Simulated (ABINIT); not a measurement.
Runs of ABINIT 10.8.3 (patched build) on TiB2. It takes space group P6/mmm (No. 191, hexagonal). The conventional cell has a = 3.029 Å, b = 3.029 Å, c = 3.228 Å, α = 90.00°, β = 90.00°, γ = 120.00°. Around Ti (site symmetry 6/mmm) lie 12 B at 2.38 Å. Around B (site symmetry -6m2) lie 3 B at 1.75 Å. 

```csv
task,level,potentials or basis,k mesh,cutoff (eV),fine-grid cutoff,dispersion computed by,mesh quality,gap on the mesh (eV),pressure (GPa),V0 of scaled cells (Å³/atom),B0 (GPa)
equation of state,LDA,JTH PAW LDA v2.0,10 × 10 × 8,571,1142.88 eV,-,not flagged,-,-,8.21,280
single point,PBEsol,JTH PAW PBE v2.0,6 × 6 × 5,408,816.342 eV,-,coarse,none,-4.2,-,-
single point,LDA,JTH PAW LDA v2.0,13 × 13 × 10,408,816.342 eV,-,not flagged,none,-10.7,-,-
equation of state,RPBE+D3,JTH PAW PBE v2.0,10 × 10 × 8,408,816.342 eV,simple-dftd3 1.7.0,not flagged,-,-,8.40,262
equation of state,LDA,JTH PAW LDA v2.0,10 × 10 × 8,408,816.342 eV,-,not flagged,-,-,8.21,280
band structure,LDA,PseudoDojo NC SR LDA v0.4 stringent,10 × 10 × 8,1143,-,-,not flagged,none,(b),-,-
band structure,PBEsol,PseudoDojo NC SR PBEsol v0.4 stringent,10 × 10 × 8,1143,-,-,not flagged,none,-4.7,-,-
band structure,rPW86PBE,JTH PAW PBE v2.0,10 × 10 × 8,408,816.342 eV,-,not flagged,none,(a),-,-
```

Alike in all rows: no spin polarisation; cell as given; smearing fermi-dirac 0.05 eV.

Question: Fill in the values left out.

Answer: (a) 3.9; (b) -11.1.

Caveats: some runs use coarse meshes; the atomic spheres overlap (some runs); pressures at fixed basis lie under the slope of the energies (some runs); the cell was scaled at fixed shape and fractional positions, which overstates the stiffness of a crystal with free parameters, most of all of layers and chains (some runs); the PAW data sets were made with another functional, which shifts forces and pressure a little (some runs).

A gap of «none» marks a metal or a gap under the smearing width.

Runs at the PBE level aren't shown here.
